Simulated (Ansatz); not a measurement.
# CuI2 (fluorite): one cell, many starting occupations (series 2), part 2 of 2

DFT+U has many self-consistent solutions. How far apart do the states of CuI2 (fluorite) lie when only the starting occupations change? Cell and atoms stay fixed. The start comes from a prototype table, not from a measured structure.

Ansatz 0.2.0; DFT r²SCAN+U (U_eff = 3 eV on Cu d, around-mean-field double counting), plane waves, PAW. Earlier steps stand in the parts before.

### Step 4. Random orbitals: single harmonics, first filling

input.yaml reads:

```yaml
crystal:
  lattice:
    - [0.0, 3.51125506, 3.51125506]
    - [3.51125506, 0.0, 3.51125506]
    - [3.51125506, 3.51125506, 0.0]
  atoms:
    - { symbol: Cu, position: [0.0, 0.0, 0.0], spin: 1.0 }
    - { symbol: I, position: [0.25, 0.25, 0.25] }
    - { symbol: I, position: [0.75, 0.75, 0.75] }
basis:
  ecutwfc: 500
  ecutrho_ratio: 4
kpoints:
  mp_grid: { grid: [5, 5, 5] }
hamiltonian:
  xc: r2scan
  hubbard:
    sites:
      - { site: 0, l: d, u_eff: 3.0, starting_ns: [{ spin: up, occupation_matrix: s0up }, { spin: down, occupation_matrix: s0down }] }
    double_counting: amf
    occupation_matrices:
      s0up:
        matrix:
          - [0.97, 0.0, 0.0, 0.0, 0.0]
          - [0.0, 0.97, 0.0, 0.0, 0.0]
          - [0.0, 0.0, 0.97, 0.0, 0.0]
          - [0.0, 0.0, 0.0, 0.97, 0.0]
          - [0.0, 0.0, 0.0, 0.0, 0.97]
      s0down:
        matrix:
          - [0.97, 0.0, 0.0, 0.0, 0.0]
          - [0.0, 0.02, 0.0, 0.0, 0.0]
          - [0.0, 0.0, 0.97, 0.0, 0.0]
          - [0.0, 0.0, 0.0, 0.97, 0.0]
          - [0.0, 0.0, 0.0, 0.0, 0.97]
    ns_hold: { iters: 12 }
scf:
  occupations: { method: gaussian, width: 0.05 }
  lower_state_search: "off"
  max_iter: 150
output:
  forces: true
  stress: true
  eigenvalues: true
  populations: true
  hubbard: { sites: [{ site: 0, l: d }] }
magnetization:
  spin_polarized: true
```

The typed matrices put 0.97 on the chosen orbitals and 0.02 on the others, and are held for 12 cycles.

Started as:

```sh
> ansatz run input.yaml --threads 4 --pin off --max-ram 6144MiB --backend cpu --events-out ev --progress --plain --runs-dir out
```

Log, shortened:

```text
Warning: crystal.symmetry: narrowed to the stabiliser of the occupation matrices — unitary ops 48 → 16; lowered by the specified shell (site 0, l: d); largest admitted image defect 8.9e-16, smallest excluded 9.5e-1 — at a splitting's scale: the group the occupation matrices' own texture admits
Warning: RAYON_NUM_THREADS=4 ignored (pool sized by the plan → 4); use --threads N
Cu: projections on atomic orbitals take those of the free atom [Ne] 3s2 3p6 3d10 4s1, of charge +0.00 (hamiltonian.pseudopotentials.projection_atoms); the dataset's partial waves leave at most 2.0e-6 of an orbital's norm unspanned inside its sphere
I: projections on atomic orbitals take those of the free atom [Kr] 4d10 5s2 5p5, of charge +0.00 (hamiltonian.pseudopotentials.projection_atoms); the dataset's partial waves leave at most 9.4e-6 of an orbital's norm unspanned inside its sphere
[...]
Pseudopotentials: kind: paw
Pseudopotential: Cu, paw, valence charge 19, recommended cutoff 500 eV (meta_gga), Cu.paw.azcp
Pseudopotential: I, paw, valence charge 17, recommended cutoff 500 eV (meta_gga), I.paw.azcp
Functional definition: r2SCAN
[...]
Crystal: 3 atoms, lattice volume = 86.580 Å³
Basis set: ecut = 500 eV, 2133 PW (Γ), exchange–correlation on 160×160×160 points (64 copies of the dense FFT grid, shifted against one another)
[...]
WARN: the starting moments were not kept: the SCF closed with an absolute magnetisation of 1.5e-4 μB, where they sum to 1 μB in size (1 site). That is at most 0.1 of that sum. Measured as dr2_m measures the in/out step, that magnetisation stands 4.8e-9 eV from none, at or under the [...]
WARN: hamiltonian.hubbard: on 1 of 2 specified blocks the occupation matrix of this SCF's result fails the test of the specified filling. At site 0 ↓ (sites count from 0 in the list of atoms of the cell that this SCF solves) the least filled combination of the orbitals specified full has [...]
--- Forces (eV/Å), atoms counted from 1 ---
  atom   1  Cu    -0.00000000     0.00000000     0.00000000
  atom   2  I      0.00000000     0.00000000     0.00000000
  atom   3  I      0.00000000     0.00000000     0.00000000
[...]
--- Stress (GPa, compression-positive) ---
        2.296077       0.000000       0.000000
        0.000000       2.296067       0.000000
        0.000000       0.000000       2.296077
  P = ⅓ Tr σ = 2.2961 GPa (22.961 kbar)
--- Band table (eV; the first three rows and the last of 36) ---
[...]
Occupation matrices written to <dir>
--- Löwdin populations: 3 sites ---
  site symbol       q [e]    m [muB]
     0     Cu     18.4043     0.0000
     1      I     17.2127     0.0001
     2      I     17.2127     0.0001
  spilling = 0.003212 (of n_electrons = 53.000000)
--- Occupation matrices: 1 shell (run DFT+U table (all-electron-ortho-atomic); ε = 3.61e-4) ---
  Cu0 d_3D: site group Oh (m-3m)
  Cu0 d_3D up     Tr n = 4.9193  λ = 0.976 0.976 0.976 0.996 0.996  [3× xz 0.33 (T2g 1.00) T2g(1.00) | 2× z2 0.50 (Eg 1.00) Eg(1.00)]
  Cu0 d_3D dn     Tr n = 4.9193  λ = 0.976 0.976 0.976 0.996 0.996  [3× xz 0.33 (T2g 1.00) T2g(1.00) | 2× z2 0.50 (Eg 1.00) Eg(1.00)]
  specified occupation → Cu0 d_3D up: matrix, ‖Δ‖_F = 0.0382, Tr Δ = -0.0693, displaced = 0.0347, d_λ = 0.0382; orbital distance = 0.0000
  specified occupation → Cu0 d_3D dn: matrix, ‖Δ‖_F = 0.9564, Tr Δ = -1.0193, displaced = 0.5097, d_λ = 0.9564; orbital distance = 0.8165
  Tr n, λ and their labels are of the run-group-symmetrised matrices; stabiliser: 96 of 96 elements of G0×{1,Θ} (closed), max defect 2.2e-5 at τ = 7.7e-5
```

Wall time 34 s (4 threads of Arm Neoverse N1, shared host); peak memory 0.82 GiB.

Result: no gap, pressure 2.3 GPa, no moment over 0.05 μB in any sphere, largest force component 0.00 eV/Å, 16 symmetry operations imposed. The program reports that the typed filling wasn't kept.

The shells' filling, with natural orbitals sorted by occupation:

```tsv
shell	channel	electrons	over 0.8	0.2 to 0.8	under 0.2
Cu 3d (atom 1)	up	4.92	5	0	0
Cu 3d (atom 1)	down	4.92	5	0	0
```

### Step 5. Random orbitals: fully mixed, one electron fewer

input.yaml: that of step 4 with these lines changed.

```diff
@@ -6,3 +6,3 @@
   atoms:
-    - { symbol: Cu, position: [0.0, 0.0, 0.0], spin: 1.0 }
+    - { symbol: Cu, position: [0.0, 0.0, 0.0], spin: 2.0 }
     - { symbol: I, position: [0.25, 0.25, 0.25] }
@@ -30,8 +30,8 @@
         matrix:
-          - [0.97, 0.0, 0.0, 0.0, 0.0]
-          - [0.0, 0.02, 0.0, 0.0, 0.0]
-          - [0.0, 0.0, 0.97, 0.0, 0.0]
-          - [0.0, 0.0, 0.0, 0.97, 0.0]
-          - [0.0, 0.0, 0.0, 0.0, 0.97]
-    ns_hold: { iters: 12 }
+          - [0.5187, -0.23083, 0.04969, -0.30704, -0.27393]
+          - [-0.23083, 0.57528, -0.00414, 0.2244, -0.33989]
+          - [0.04969, -0.00414, 0.96137, 0.07457, 0.00882]
+          - [-0.30704, 0.2244, 0.07457, 0.23519, 0.08908]
+          - [-0.27393, -0.33989, 0.00882, 0.08908, 0.65946]
+    ns_hold: until_converged
 scf:
```

The typed matrices put 0.97 on the chosen orbitals and 0.02 on the others, and are held until the SCF converges, then released.

Started as:

```sh
> ansatz run input.yaml --threads 4 --pin off --max-ram 6144MiB --backend cpu --events-out ev --progress --plain --runs-dir out
```

Log, shortened:

```text
Warning: crystal.symmetry: narrowed to the stabiliser of the occupation matrices — unitary ops 48 → 2; lowered by the specified shell (site 0, l: d); largest admitted image defect 4.4e-16, smallest excluded 3.4e-1 — at a splitting's scale: the group the occupation matrices' own texture admits
Warning: RAYON_NUM_THREADS=4 ignored (pool sized by the plan → 4); use --threads N
Cu: projections on atomic orbitals take those of the free atom [Ne] 3s2 3p6 3d10 4s1, of charge +0.00 (hamiltonian.pseudopotentials.projection_atoms); the dataset's partial waves leave at most 2.0e-6 of an orbital's norm unspanned inside its sphere
I: projections on atomic orbitals take those of the free atom [Kr] 4d10 5s2 5p5, of charge +0.00 (hamiltonian.pseudopotentials.projection_atoms); the dataset's partial waves leave at most 9.4e-6 of an orbital's norm unspanned inside its sphere
[...]
[... 4 set-up lines as earlier in the session ...]
[...]
Crystal: 3 atoms, lattice volume = 86.580 Å³
Basis set: ecut = 500 eV, 2133 PW (Γ), exchange–correlation on 160×160×160 points (64 copies of the dense FFT grid, shifted against one another)
[...]
WARN: the starting moments were not kept: the SCF closed with an absolute magnetisation of 2.7e-4 μB, where they sum to 2 μB in size (1 site). That is at most 0.1 of that sum. Measured as dr2_m measures the in/out step, that magnetisation stands 1.3e-8 eV from none, at or under the [...]
WARN: hamiltonian.hubbard: on 1 of 2 specified blocks the occupation matrix of this SCF's result fails the test of the specified filling. At site 0 ↓ (sites count from 0 in the list of atoms of the cell that this SCF solves) the least filled combination of the orbitals specified full has [...]
--- Forces (eV/Å), atoms counted from 1 ---
  atom   1  Cu     0.00000000     0.00000000     0.00000000
  atom   2  I     -0.00000103     0.00000008    -0.00000093
  atom   3  I      0.00000103    -0.00000008     0.00000093
[...]
--- Stress (GPa, compression-positive) ---
        2.296077      -0.000017       0.000003
       -0.000017       2.296093      -0.000013
        0.000003      -0.000013       2.296076
  P = ⅓ Tr σ = 2.2961 GPa (22.961 kbar)
--- Band table (eV; the first three rows and the last of 126) ---
[...]
Occupation matrices written to <dir>
--- Löwdin populations: 3 sites ---
  site symbol       q [e]    m [muB]
     0     Cu     18.4043     0.0000
     1      I     17.2127     0.0001
     2      I     17.2127     0.0001
  spilling = 0.003212 (of n_electrons = 53.000000)
--- Occupation matrices: 1 shell (run DFT+U table (all-electron-ortho-atomic); ε = 1.18e-3) ---
  Cu0 d_3D: site group Oh (m-3m)
  Cu0 d_3D up     Tr n = 4.9193  λ = 0.976 0.976 0.976 0.996 0.996  [3× xz 0.33 (T2g 1.00) T2g(1.00) | 2× z2 0.50 (Eg 1.00) Eg(1.00)]
  Cu0 d_3D dn     Tr n = 4.9193  λ = 0.976 0.976 0.976 0.996 0.996  [3× xz 0.33 (T2g 1.00) T2g(1.00) | 2× z2 0.50 (Eg 1.00) Eg(1.00)]
  specified occupation → Cu0 d_3D up: matrix, ‖Δ‖_F = 0.0382, Tr Δ = -0.0693, displaced = 0.0347, d_λ = 0.0382; orbital distance = 0.0000
  specified occupation → Cu0 d_3D dn: matrix, ‖Δ‖_F = 1.3699, Tr Δ = -1.9693, displaced = 0.9846, d_λ = 1.3521; orbital distance = 1.5269
  Tr n, λ and their labels are of the run-group-symmetrised matrices; stabiliser: 96 of 96 elements of G0×{1,Θ} (closed), max defect 3.7e-5 at τ = 2.5e-4
```

It took 2.3 min on 4 threads of Arm Neoverse N1, shared host; peak memory 1.1 GiB.

End state: no gap, pressure 2.3 GPa, no moment over 0.05 μB in any sphere, largest force component 0.00 eV/Å, 2 symmetry operations imposed. The program reports that the typed filling wasn't kept.

How the shells are filled (orbitals counted by the eigenvalues of the occupation matrices):

```tsv
shell	channel	electrons	over 0.8	0.2 to 0.8	under 0.2
Cu 3d (atom 1)	up	4.92	5	0	0
Cu 3d (atom 1)	down	4.92	5	0	0
```

### Step 6. Random orbitals: drawn by pairs, first filling

input.yaml: that of step 5 with these lines changed.

```diff
@@ -6,3 +6,3 @@
   atoms:
-    - { symbol: Cu, position: [0.0, 0.0, 0.0], spin: 2.0 }
+    - { symbol: Cu, position: [0.0, 0.0, 0.0], spin: 1.0 }
     - { symbol: I, position: [0.25, 0.25, 0.25] }
@@ -30,8 +30,8 @@
         matrix:
-          - [0.5187, -0.23083, 0.04969, -0.30704, -0.27393]
-          - [-0.23083, 0.57528, -0.00414, 0.2244, -0.33989]
-          - [0.04969, -0.00414, 0.96137, 0.07457, 0.00882]
-          - [-0.30704, 0.2244, 0.07457, 0.23519, 0.08908]
-          - [-0.27393, -0.33989, 0.00882, 0.08908, 0.65946]
-    ns_hold: until_converged
+          - [0.97, 0.0, 0.0, 0.0, 0.0]
+          - [0.0, 0.495, 0.0, 0.475, 0.0]
+          - [0.0, 0.0, 0.97, 0.0, 0.0]
+          - [0.0, 0.475, 0.0, 0.495, 0.0]
+          - [0.0, 0.0, 0.0, 0.0, 0.97]
+    ns_hold: { iters: 12 }
 scf:
```

The typed matrices put 0.97 on the chosen orbitals and 0.02 on the others, and are held for 12 cycles.

Started as:

```sh
> ansatz run input.yaml --threads 4 --pin off --max-ram 6144MiB --backend cpu --events-out ev --progress --plain --runs-dir out
```

Log, shortened:

```text
Warning: crystal.symmetry: narrowed to the stabiliser of the occupation matrices — unitary ops 48 → 4; lowered by the specified shell (site 0, l: d); largest admitted image defect 4.4e-16, smallest excluded 4.1e-1 — at a splitting's scale: the group the occupation matrices' own texture admits
Warning: RAYON_NUM_THREADS=4 ignored (pool sized by the plan → 4); use --threads N
Cu: projections on atomic orbitals take those of the free atom [Ne] 3s2 3p6 3d10 4s1, of charge +0.00 (hamiltonian.pseudopotentials.projection_atoms); the dataset's partial waves leave at most 2.0e-6 of an orbital's norm unspanned inside its sphere
I: projections on atomic orbitals take those of the free atom [Kr] 4d10 5s2 5p5, of charge +0.00 (hamiltonian.pseudopotentials.projection_atoms); the dataset's partial waves leave at most 9.4e-6 of an orbital's norm unspanned inside its sphere
[...]
[... 4 set-up lines as earlier in the session ...]
[...]
Crystal: 3 atoms, lattice volume = 86.580 Å³
Basis set: ecut = 500 eV, 2133 PW (Γ), exchange–correlation on 160×160×160 points (64 copies of the dense FFT grid, shifted against one another)
[...]
WARN: the starting moments were not kept: the SCF closed with an absolute magnetisation of 2.0e-4 μB, where they sum to 1 μB in size (1 site). That is at most 0.1 of that sum. Measured as dr2_m measures the in/out step, that magnetisation stands 7.5e-9 eV from none, at or under the [...]
WARN: hamiltonian.hubbard: on 1 of 2 specified blocks the occupation matrix of this SCF's result fails the test of the specified filling. At site 0 ↓ (sites count from 0 in the list of atoms of the cell that this SCF solves) the least filled combination of the orbitals specified full has [...]
--- Forces (eV/Å), atoms counted from 1 ---
  atom   1  Cu     0.00000000     0.00000000     0.00000000
  atom   2  I      0.00000000     0.00000094     0.00000000
  atom   3  I      0.00000000    -0.00000094     0.00000000
[...]
--- Stress (GPa, compression-positive) ---
        2.296077       0.000000       0.000004
        0.000000       2.296079       0.000000
        0.000004       0.000000       2.296068
  P = ⅓ Tr σ = 2.2961 GPa (22.961 kbar)
--- Band table (eV; the first three rows and the last of 78) ---
[...]
Occupation matrices written to <dir>
--- Löwdin populations: 3 sites ---
  site symbol       q [e]    m [muB]
     0     Cu     18.4043     0.0000
     1      I     17.2127     0.0001
     2      I     17.2127     0.0001
  spilling = 0.003212 (of n_electrons = 53.000000)
--- Occupation matrices: 1 shell (run DFT+U table (all-electron-ortho-atomic); ε = 6.35e-4) ---
  Cu0 d_3D: site group Oh (m-3m)
  Cu0 d_3D up     Tr n = 4.9193  λ = 0.976 0.976 0.976 0.996 0.996  [3× xz 0.33 (T2g 1.00) T2g(1.00) | 2× z2 0.50 (Eg 1.00) Eg(1.00)]
  Cu0 d_3D dn     Tr n = 4.9193  λ = 0.976 0.976 0.976 0.996 0.996  [3× xz 0.33 (T2g 1.00) T2g(1.00) | 2× z2 0.50 (Eg 1.00) Eg(1.00)]
  specified occupation → Cu0 d_3D up: matrix, ‖Δ‖_F = 0.0382, Tr Δ = -0.0693, displaced = 0.0347, d_λ = 0.0382; orbital distance = 0.0000
  specified occupation → Cu0 d_3D dn: matrix, ‖Δ‖_F = 0.9665, Tr Δ = -1.0193, displaced = 0.5097, d_λ = 0.9564; orbital distance = 1.0000
  Tr n, λ and their labels are of the run-group-symmetrised matrices; stabiliser: 96 of 96 elements of G0×{1,Θ} (closed), max defect 2.7e-5 at τ = 1.3e-4
```

Wall time 69 s (4 threads of Arm Neoverse N1, shared host); peak memory 0.96 GiB.

End state: no gap, pressure 2.3 GPa, no moment over 0.05 μB in any sphere, largest force component 0.00 eV/Å, 4 symmetry operations imposed. The program reports that the typed filling wasn't kept.

How the shells are filled (orbitals counted by the eigenvalues of the occupation matrices):

```tsv
shell	channel	electrons	over 0.8	0.2 to 0.8	under 0.2
Cu 3d (atom 1)	up	4.92	5	0	0
Cu 3d (atom 1)	down	4.92	5	0	0
```

### Step 7. Results

This closing draws on all 2 parts.

Energies count from the lowest free state and have the smearing extrapolated to zero.

| start | energy (meV/atom) | gap (eV) | pressure (GPa) | largest moment (μB) | SCF cycles | time |
| --- | --- | --- | --- | --- | --- | --- |
| random orbitals: single harmonics, second filling | 0.0 | metal | 2.3 | 0.00 | 32 | 31 s |
| random orbitals: single harmonics, first filling (earlier series) | 0.0 | metal | 2.3 | 0.00 | 33 | 28 s |
| random orbitals: single harmonics, first filling | 0.0 | metal | 2.3 | 0.00 | 39 | 34 s |
| random orbitals: fully mixed, first filling | 0.0 | metal | 2.3 | 0.00 | 87 | 3.4 min |
| random orbitals: drawn by pairs, first filling | 0.0 | metal | 2.3 | 0.00 | 41 | 69 s |
| random orbitals: fully mixed, one electron fewer | 0.0 | metal | 2.3 | 0.00 | 55 | 2.3 min |

The 6 free runs end within about 1 meV/atom of each other. Around-mean-field double counting penalises high spin, so low-spin or metallic winners can come from that choice. The lowest state found need not be the ground state, and the geometry wasn't relaxed for any of them.
